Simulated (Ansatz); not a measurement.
All numbers below come from DFT PBE, scalar-relativistic, plane waves, PAW in Ansatz. Settings: cutoff 420 eV, Γ-centred meshes spaced at most about 0.3 Å⁻¹, and about 0.25 Å⁻¹ or finer for metals (2π included), Gaussian smearing. No spin polarisation.

Each guess is relaxed in cell and atoms at zero pressure, on a coarse mesh first where it starts far from rest and then on a converged one. The steps can't lower the symmetry of the start, but it can rise. Energies are static (0 K, no zero-point motion).

Two unrelaxed guesses for Si₅Ge:

A.

```
Si Ge
1.0
     5.03419    0.00000    0.00000
    -2.51709    4.35973    0.00000
     0.00000    0.00000    4.15976
Si Ge
5 1
Direct
  0.33333 0.66667 0.00000
  0.66667 0.33333 0.00000
  0.50000 0.00000 0.50000
  0.50000 0.50000 0.50000
  0.00000 0.50000 0.50000
  0.00000 0.00000 0.00000
```

B.

```
Si Ge
1.0
     3.88158    0.00000    0.00000
     0.00000    3.88158    0.00000
     0.00000    0.00000    7.16006
Si Ge
5 1
Direct
  0.50000 0.50000 0.50000
  0.00000 0.00000 0.16846
  0.00000 0.00000 0.83154
  0.00000 0.50000 0.00000
  0.50000 0.00000 0.00000
  0.50000 0.50000 0.00000
```

Task: Which guess leads to the lower structure, and by how much?

Result: A ends lower, by 207 meV/atom. A: P6/mmm at 15.2 Å³/atom → P6/mmm (CaCu5 type) at 16.6 Å³/atom; B: P4/mmm at 18.0 Å³/atom → P4/mmm at 19.1 Å³/atom. Counting Si atoms around Ge (those within 1.25 times the shortest such distance or 1.15 times the sum of covalent radii; a plus sign parts nearer from farther groups; the shortest distance is added where it is long for a bond), the end of A has Ge 6+12 from 2.9 Å and the end of B has Ge 6. End of A. Conventional cell: a = 4.938 Å, c = 4.708 Å. Around Si on a site of symmetry -6m2 lie 9 Si at 2.75–2.85 Å and 3 Ge at 2.85 Å; around Si on a site of symmetry mmm lie 4 Si at 2.47 Å and 4 Si at 2.75 Å; Ge is surrounded by 6 Si at 2.85 Å and 12 Si at 3.41 Å. End of B. Conventional cell: a = 4.820 Å, c = 4.932 Å. Around Si on a site of symmetry 4/mmm lie 2 Ge at 2.47 Å; Si on a site of symmetry 4mm is surrounded by 2 Si at 2.43–2.50 Å and 4 Si at 2.72 Å; Ge has 6 Si at 2.41–2.47 Å; 1 more site not described.

Ends held by symmetry can be saddle points. Neither end is the lowest form computed: that has space group P6/mmm (No. 191) and lies 81 meV/atom below the better end. Even the lowest of the cells shown lies +0.57 eV/atom against the elements. Some candidate types were left out of the draw beforehand, so a known form may be missing.
